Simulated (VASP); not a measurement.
# GaN (F-43m) in VASP: further runs, part 2 of 2

VASP 6.6.1.

### Step 3. Relaxation of cell and atoms, PBE, non-collinear spin, zero start, spin-orbit coupling

This run uses another cell than the first one, of 11.77 Å³/atom, 1.028 times its volume.

Input file INCAR:

```
SYSTEM = GaN
PREC = Accurate
ENCUT = 520
EDIFF = 1E-7
ISMEAR = 0
SIGMA = 0.02
LREAL = .False.
LASPH = .True.
NELM = 80
ALGO = Normal
ISIF = 3
LWAVE = .False.
LCHARG = .False.
MAGMOM = 0 0 0 0 0 0
LORBIT = 11
LSORBIT = .True.
GGA_COMPAT = .False.
GGA = PE
IBRION = 2
NSW = 80
EDIFFG = -0.002
KPAR = 4
```

Input file KPOINTS:

```
regular mesh
0
Gamma
  12 12 12
  0 0 0
```

Input file POSCAR:

```
GaN                                     
1.0
    0.0000000000      2.2745329482      2.2745329482
    2.2745329482      0.0000000000      2.2745329482
    2.2745329482      2.2745329482     -0.0000000000
  Ga              N             
     1     1
Direct
     0.0000000000000000    0.0000000000000000    0.0000000000000000
     0.7500000000000000    0.7500000000000000    0.7500000000000000
```

Potentials or basis: VASP PAW PBE potentials, release 64 (Ga_d, N).

On the command line:

```
cat potpaw_PBE.64/Ga_d/POTCAR potpaw_PBE.64/N/POTCAR > POTCAR
mpirun -np 4 vasp_ncl > vasp.out
```

OUTCAR:

```text
SYSTEM = GaN
   PREC = Accurate
   ENCUT = 520
   EDIFF = 1E-7
   ISMEAR = 0
   LREAL = .False.
   LASPH = .True.
   NELM = 80
   ISIF = 3
   LORBIT = 11
   LSORBIT = .True.
   GGA = PE
   IBRION = 2
   NSW = 80
   EDIFFG = -0.002

 ion  position               nearest neighbor table
   1  0.000  0.000  0.000-   2 1.97   2 1.97   2 1.97   2 1.97
   2  0.750  0.750  0.750-   1 1.97   1 1.97   1 1.97   1 1.97

  LATTYP: Found a face centered cubic cell.
 ALAT       =     4.5490658964

  Lattice vectors:

 A1 = (   0.0000000000,   2.2745329482,   2.2745329482)
 A2 = (   2.2745329482,   0.0000000000,   2.2745329482)
 A3 = (   2.2745329482,   2.2745329482,   0.0000000000)

Analysis of symmetry for initial positions (statically):
=====================================================================
 Subroutine PRICEL returns:
 Original cell was already a primitive cell.

 Routine SETGRP: Setting up the symmetry group for a
 face centered cubic supercell.

 Subroutine GETGRP returns: Found 24 space group operations
 (whereof 24 operations were pure point group operations)
 out of a pool of 48 trial point group operations.

The static configuration has the point symmetry T_d .

Analysis of symmetry for dynamics (positions and initial velocities):
=====================================================================
 Subroutine PRICEL returns:
 Original cell was already a primitive cell.

 Routine SETGRP: Setting up the symmetry group for a
 face centered cubic supercell.

 Subroutine GETGRP returns: Found 24 space group operations
 (whereof 24 operations were pure point group operations)
 out of a pool of 48 trial point group operations.

The dynamic configuration has the point symmetry T_d .

Analysis of structural, dynamic, and magnetic symmetry:
=====================================================================
 Subroutine PRICEL returns:
 Original cell was already a primitive cell.

 Routine SETGRP: Setting up the symmetry group for a
 face centered cubic supercell.

 Subroutine GETGRP returns: Found 24 space group operations
 (whereof 24 operations were pure point group operations)
 out of a pool of 48 trial point group operations.

The overall configuration has the point symmetry T_d .

 Subroutine INISYM returns: Found 24 space group operations
 (whereof 24 operations are pure point group operations),
 and found     1 'primitive' translations

----------------------------------------------------------------------------------------

                                     Primitive cell

  volume of cell :      23.5346

  direct lattice vectors                    reciprocal lattice vectors
     0.000000000  2.274532948  2.274532948    -0.219825349  0.219825349  0.219825349
     2.274532948  0.000000000  2.274532948     0.219825349 -0.219825349  0.219825349
     2.274532948  2.274532948  0.000000000     0.219825349  0.219825349 -0.219825349
[... 132 lines left out ...]
  ---------------------------------------------------
  free energy    TOTEN  =       -12.15895656 eV

  energy without entropy =      -12.15895656  energy(sigma->0) =      -12.15895656

 E-fermi :   5.1398     XC(G=0): -11.5186

 val. band max:        4.9860451563   @ k =   0.0000   0.0000   0.0000
 cond. band min:       6.5270021994   @ k =   0.0000   0.0000   0.0000
 fundamental gap:      1.5409570431
 Fermi energy:         5.1398117461

 k-point     1 :       0.0000    0.0000    0.0000
  band No.  band energies     occupation
      1     -10.7172      1.00000
      2     -10.7172      1.00000
      3      -8.6273      1.00000
      4      -8.6273      1.00000
      5      -8.6273      1.00000
      6      -8.6273      1.00000
[... 685 lines left out ...]
     25      15.4257      0.00000
     26      15.4321      0.00000

 [... further k-points ...]

------------------------ aborting loop because EDIFF is reached ----------------------------------------

  FORCE on cell =-STRESS in cart. coord.  units (eV):
  Direction    XX          YY          ZZ          XY          YZ          ZX
  --------------------------------------------------------------------------------------
  -------------------------------------------------------------------------------------
  Total       -0.0028105     -0.0028105     -0.0028105      0.0000000      0.0000000      0.0000000
  in kB       -0.1913309     -0.1913309     -0.1913309      0.0000000      0.0000000      0.0000000
  external PRESSURE =      -0.1913309 kB  Pullay stress =       0.0000000 kB

 VOLUME and BASIS-vectors are now :
 -----------------------------------------------------------------------------
  energy-cutoff  :      520.00
  volume of cell :       23.53
      direct lattice vectors                 reciprocal lattice vectors
     0.000000000  2.274532948  2.274532948    -0.219825349  0.219825349  0.219825349
     2.274532948  0.000000000  2.274532948     0.219825349 -0.219825349  0.219825349
     2.274532948  2.274532948  0.000000000     0.219825349  0.219825349 -0.219825349

 POSITION                                       TOTAL-FORCE (eV/Angst)
 -----------------------------------------------------------------------------------
      0.00000      0.00000      0.00000        -0.000000     -0.000000     -0.000000
      3.41180      3.41180      3.41180         0.000000      0.000000      0.000000
 -----------------------------------------------------------------------------------
    total drift:                               -0.000002     -0.000002     -0.000002

  FREE ENERGIE OF THE ION-ELECTRON SYSTEM (eV)
  ---------------------------------------------------
  free  energy   TOTEN  =       -12.1589565629 eV

  energy  without entropy=      -12.1589565629  energy(sigma->0) =      -12.15895656

 reached required accuracy - stopping structural energy minimisation

 Spin-Orbit-Coupling matrix elements

 Ion:    1  E_soc:     -0.0106210
 l=   1
     0.0000000    -0.0009523    -0.0009523
    -0.0009523     0.0000000    -0.0009523
    -0.0009523    -0.0009523     0.0000000
 l=   2
     0.0000000    -0.0001700     0.0000000    -0.0001700    -0.0006479
    -0.0001700     0.0000000    -0.0004859    -0.0001700    -0.0001620
     0.0000000    -0.0004859     0.0000000    -0.0004859     0.0000000
    -0.0001700    -0.0001700    -0.0004859     0.0000000    -0.0001620
    -0.0006479    -0.0001620     0.0000000    -0.0001620     0.0000000
 l=   3
     0.0000000     0.0000000     0.0000000     0.0000000     0.0000000     0.0000000     0.0000000
     0.0000000     0.0000000     0.0000000     0.0000000     0.0000000     0.0000000     0.0000000
     0.0000000     0.0000000     0.0000000     0.0000000     0.0000000     0.0000000     0.0000000
     0.0000000     0.0000000     0.0000000     0.0000000     0.0000000     0.0000000     0.0000000
     0.0000000     0.0000000     0.0000000     0.0000000     0.0000000     0.0000000     0.0000000
     0.0000000     0.0000000     0.0000000     0.0000000     0.0000000     0.0000000     0.0000000
     0.0000000     0.0000000     0.0000000     0.0000000     0.0000000     0.0000000     0.0000000

 Ion:    2  E_soc:     -0.0000966
 l=   1
     0.0000000    -0.0000161    -0.0000161
    -0.0000161     0.0000000    -0.0000161
    -0.0000161    -0.0000161     0.0000000
 l=   2
     0.0000000     0.0000000     0.0000000     0.0000000     0.0000000
     0.0000000     0.0000000     0.0000000     0.0000000     0.0000000
     0.0000000     0.0000000     0.0000000     0.0000000     0.0000000
     0.0000000     0.0000000     0.0000000     0.0000000     0.0000000
     0.0000000     0.0000000     0.0000000     0.0000000     0.0000000
 l=   3
     0.0000000     0.0000000     0.0000000     0.0000000     0.0000000     0.0000000     0.0000000
     0.0000000     0.0000000     0.0000000     0.0000000     0.0000000     0.0000000     0.0000000
     0.0000000     0.0000000     0.0000000     0.0000000     0.0000000     0.0000000     0.0000000
     0.0000000     0.0000000     0.0000000     0.0000000     0.0000000     0.0000000     0.0000000
     0.0000000     0.0000000     0.0000000     0.0000000     0.0000000     0.0000000     0.0000000
     0.0000000     0.0000000     0.0000000     0.0000000     0.0000000     0.0000000     0.0000000
     0.0000000     0.0000000     0.0000000     0.0000000     0.0000000     0.0000000     0.0000000

 total charge

# of ion       s       p       d       tot
------------------------------------------
    1        0.785   0.865  10.161  11.811
    2        1.226   2.496   0.000   3.721
--------------------------------------------------
tot          2.011   3.361  10.161  15.533

 magnetization (x)

# of ion       s       p       d       tot
------------------------------------------
    1        0.000  -0.000  -0.000  -0.000
    2       -0.000   0.000   0.000   0.000
--------------------------------------------------
tot         -0.000   0.000  -0.000  -0.000

 magnetization (y)

# of ion       s       p       d       tot
------------------------------------------
    1        0.000   0.000   0.000   0.000
    2       -0.000   0.000   0.000  -0.000
--------------------------------------------------
tot         -0.000   0.000   0.000  -0.000

 magnetization (z)

# of ion       s       p       d       tot
------------------------------------------
    1        0.000   0.000   0.000   0.000
    2       -0.000   0.000   0.000   0.000
--------------------------------------------------
tot         -0.000   0.000   0.000   0.000
```

Run time: 24 s. Hardware: 4 MPI ranks of Intel Xeon Platinum 8488C (Sapphire Rapids), shared host; peak memory 0.26 GiB.

Results:

```yaml
Free_energy: -12.1590 eV
Pressure_after_relaxing: 0.0 GPa
Net_moment: 0.00 μB per cell
Valence_electrons_inside_the_program's_atomic_spheres: Ga 11.81; N 3.72
```

Final structure:
```
Ga N
1.0
     0.00000    2.27453    2.27453
     2.27453    0.00000    2.27453
     2.27453    2.27453    0.00000
Ga N
1 1
Direct
  0.00000 0.00000 0.00000
  0.75000 0.75000 0.75000
```

Moments on the atoms (μB; x, y, z):
```
Ga  0.00 0.00 0.00
N   0.00 0.00 0.00
```

Caveat: the relaxation stopped at its first step, so nothing moved.
